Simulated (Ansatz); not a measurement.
**Pt: which structure wins at one pressure**

Aim: bring Pt in several structures (fcc, bcc, hcp, sc, diamond, omega) to one pressure and rank them by enthalpy. The pressure is set by scaling the first phase. The runs shown use PAW.

Computed with Ansatz 0.2.0 (DFT, PBE, PAW with Ansatz's default frozen-core files, scalar-relativistic, unless a step's input says otherwise).

**1. The structure to begin with**

Symmetry: Fm-3m, No. 225, cubic system. The conventional cell has a = 3.972 Å, b = 3.972 Å, c = 3.972 Å, α = 90.00°, β = 90.00°, γ = 90.00°. Around Pt (site symmetry m-3m) lie 12 Pt at 2.81 Å.

Coordinates:

```cif
data_structure
_symmetry_space_group_name_H-M 'Fm-3m'
_symmetry_Int_Tables_number 225
_cell_length_a 3.9715
_cell_length_b 3.9715
_cell_length_c 3.9715
_cell_angle_alpha 90.000
_cell_angle_beta 90.000
_cell_angle_gamma 90.000
_cell_volume 62.64
loop_
_atom_site_label
_atom_site_type_symbol
_atom_site_symmetry_multiplicity
_atom_site_Wyckoff_symbol
_atom_site_fract_x
_atom_site_fract_y
_atom_site_fract_z
_atom_site_occupancy
Pt1 Pt 4 a 0.00000 0.00000 0.00000 1
```

The file gives the conventional cell by its symmetry; the runs use the cell typed in the input.

**2. Cell relaxed at zero pressure, PAW**

Input file input.yaml:

```yaml
crystal:
  lattice:
    - [0.0, 1.9857740511, 1.9857740511]
    - [1.9857740511, 0.0, 1.9857740511]
    - [1.9857740511, 1.9857740511, 0.0]
  atoms:
    - { symbol: Pt, position: [0.0, 0.0, 0.0] }
kpoints:
  mp_grid: { grid: [17, 17, 17] }
scf:
  occupations: { method: fermi_dirac, width: 0.08 }
hamiltonian:
  xc: pbe
  pseudopotentials: { kind: paw }
output:
  forces: true
  stress: true
relax:
  f_tol: 0.005
  max_steps: 40
  cell: {}
```

Started as:

```console
ansatz run input.yaml --threads 1 --pin off --max-ram 3584MiB --backend cpu --events-out ev --progress --plain --runs-dir out
```

Further steps of the session: Volume scaled by 0.489, to set the pressure, PAW; Fcc relaxed under pressure, PAW; Bcc relaxed under pressure, PAW; Hcp relaxed under pressure, PAW; Sc relaxed under pressure, PAW; Diamond relaxed under pressure, PAW; Omega relaxed under pressure, PAW.

Before running it: what results should come out? Wanted: pressure; lowest.

As calculated:

| quantity | value |
| --- | --- |
| pressure | 1100 GPa |
| lowest (PAW) | fcc, 187.6 meV/atom under hcp |

In words: By PAW the order is fcc < hcp < bcc < omega < sc < diamond. Only these structures were tried, with electrons smeared by 0.08 eV and without vibrations, so the true ground state may be another. The k meshes differ between phases and weren't tested, which can move differences by some meV. Spin-orbit coupling is left out, though the cell holds Pt; in elements this heavy it can shift bands and gaps by tenths of an eV.
